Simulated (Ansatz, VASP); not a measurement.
## Br: VASP beside Ansatz

File INCAR:

```
PREC = Accurate
ENCUT = 520
EDIFF = 1E-6
ISMEAR = -1
SIGMA = 0.1
LREAL = F
LASPH = T
NELM = 80
ALGO = Normal
ISIF = 2
LWAVE = F
LCHARG = F
GGA = CA
NBANDS = 10
```

KPOINTS

```
Automatic mesh
0
Gamma
  12 12 12
```

File POSCAR:

```
Br
1.0
    2.6254218465      0.0000000000      0.0000000000
    0.0000000000      2.6254218465      0.0000000000
    0.0000000000      0.0000000000      2.6254218465
Br
1
Direct
    0.0000000000      0.0000000000      0.0000000000
```

Input for Ansatz:

```yaml
crystal:
  lattice:
    - [2.6254218465, 0.0, 0.0]
    - [0.0, 2.6254218465, 0.0]
    - [0.0, 0.0, 2.6254218465]
  atoms:
    - { symbol: Br, position: [0.0, 0.0, 0.0] }
kpoints:
  mp_grid: { grid: [12, 12, 12] }
scf:
  occupations: { method: fermi_dirac, width: 0.1 }
hamiltonian:
  xc: lda
  pseudopotentials: { kind: all_electron, lapw: { basis_error: 0.001 } }
output:
  forces: true
  stress: true
  eigenvalues: true
  populations: true
```

Change from the starting cell: volume scaled by 0.68, LAPW.

Alike in both runs: task single point; functional LDA; k mesh 12 × 12 × 12; occupations fermi-dirac, width 0.1 eV; no spin polarisation.

|  | VASP | Ansatz |
| --- | --- | --- |
| version | VASP 6.6.1 | Ansatz 0.2.0 |
| potentials or method | VASP PAW LDA potentials, release 64 (Br) | all-electron LAPW, scalar-relativistic |
| plane-wave cutoff (eV) | 520 | see its input |

VASP gave:

```
pressure (GPa) : 45.3
```

Task: Estimate Ansatz's values.

Result: Pressure (GPa): 44.9.

Ansatz ran all-electron here, so the differences hold the error of VASP's frozen core and of both bases.

Caveats: so large a pressure means that the cell lies far from this level's equilibrium, or that cutoff or potentials fall short (VASP); an odd number of electrons without spin polarisation forces a metal; a magnetic or distorted state may lie lower.
